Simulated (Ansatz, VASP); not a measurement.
This is a calculation of Ag for Ansatz 0.2.0.

The input input.yaml:

```yaml
crystal:
  lattice:
    - [0.0, 2.04275, 2.04275]
    - [2.04275, 0.0, 2.04275]
    - [2.04275, 2.04275, 0.0]
  atoms:
    - { symbol: Ag, position: [0.0, 0.0, 0.0] }
kpoints:
  mp_grid: { grid: [6, 6, 6] }
scf:
  occupations: { method: fermi_dirac, width: 0.04 }
hamiltonian:
  xc: pbe
  pseudopotentials: { kind: all_electron, lapw: { basis_error: 0.002 } }
output:
  forces: true
  stress: true
  eigenvalues: true
```

Potentials or basis: all-electron LAPW, scalar-relativistic.

Command:

```console
$ ansatz run input.yaml --threads 1 --pin off --max-ram 2560MiB --backend cpu --events-out ev --progress --plain --runs-dir out
```

**Question.** Translate it to VASP 6.6.1. Potentials there: VASP PAW PBE potentials, release 64 (Ag).

**Answer.** As run (the cutoff follows the program's own potentials):

INCAR

```
SYSTEM = Ag
PREC = Accurate
ENCUT = 520
EDIFF = 1E-7
ISMEAR = -1
SIGMA = 0.04
LREAL = .FALSE.
LASPH = .TRUE.
NELM = 100
ALGO = Normal
ISIF = 2
LWAVE = .FALSE.
LCHARG = .TRUE.
GGA = PE
LELF = .TRUE.
LVHAR = .TRUE.
NBANDS = 12
```

The input KPOINTS:

```
regular mesh
0
G
  6 6 6
  0 0 0
```

Contents of POSCAR:

```
Ag
1.0
    0.0000000000      2.0427500000      2.0427500000
    2.0427500000      0.0000000000      2.0427500000
    2.0427500000      2.0427500000      0.0000000000
Ag
1
Direct
    0.0000000000      0.0000000000      0.0000000000
```

Potentials or basis: VASP PAW PBE potentials, release 64 (Ag).

The run is started by

```sh
$ cat potpaw_PBE.64/Ag/POTCAR > POTCAR
$ mpirun -np 1 vasp_std > vasp.out
```

Both were run:

|  | VASP | Ansatz | Ansatz less VASP |
| --- | --- | --- | --- |
| gap on the k mesh at the Fermi level (eV) | none | none | - |
| pressure (GPa) | 5.3 | 5.5 | +0.16 |

A gap of «none» marks a metal or a gap that the smearing closes. Ansatz ran all-electron here, so the differences hold the error of VASP's frozen core and of both bases.

Caveats: the k mesh is coarse (spacing up to 0.44 Å⁻¹), so the values aren't converged.
